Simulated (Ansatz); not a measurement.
Here is an Ansatz 0.2.0 calculation.

File input.yaml:

```yaml
crystal:
  lattice:
    - [11.42, 0.0, 0.0]
    - [0.0, 4.19, 0.0]
    - [0.0, 0.0, 4.46]
  atoms:
    - { symbol: Sn, position: [0.877, 0.75, 0.909] }
    - { symbol: Sn, position: [0.623, 0.25, 0.409] }
    - { symbol: Sn, position: [0.377, 0.75, 0.591] }
    - { symbol: Sn, position: [0.123, 0.25, 0.091] }
    - { symbol: Se, position: [0.643, 0.75, 0.984] }
    - { symbol: Se, position: [0.857, 0.25, 0.484] }
    - { symbol: Se, position: [0.143, 0.75, 0.516] }
    - { symbol: Se, position: [0.357, 0.25, 0.016] }
hamiltonian:
  xc: pbesol
  pseudopotentials: { kind: paw }
  dispersion: d3bj
kpoints:
  mp_grid: { grid: [3, 6, 6] }
scf:
  occupations: { method: fermi_dirac, width: 0.05 }
output:
  forces: true
  stress: true
relax:
  f_tol: 0.01
  max_steps: 40
  cell: { stress_tol: 0.05 }
```

Potentials or basis: Ansatz PAW.

Command:

```sh
$ ansatz run input.yaml --threads 4 --pin off --max-ram 11264MiB --backend cpu --events-out ev --progress --plain --runs-dir out
```

Task: Predict the space group after relaxing (to 0.05 Å).

Result: Pnma (No. 62).

Task: Predict the relaxed volume.

Result: 24.48 Å³/atom.

Task: Estimate the relaxed cell.

Result: a = 11.230 Å, b = 4.110 Å, c = 4.243 Å, α = 90.00°, β = 90.00°, γ = 90.00°.

Forces on the atoms (eV/Å):
```
Sn   0.003  0.000  0.004
Sn  -0.003  0.000  0.004
Sn   0.003  0.000 -0.004
Sn  -0.003  0.000 -0.004
Se   0.000  0.000 -0.007
Se   0.000  0.000 -0.007
Se   0.000  0.000  0.007
Se   0.000  0.000  0.007
```

Caveat: the plane-wave basis is chosen anew once the cell has moved, so the energies of steps on either side of that aren't comparable; the PAW data sets come from PBE, with cores solved anew for the run's functional, which leaves a small shift of forces and pressure.
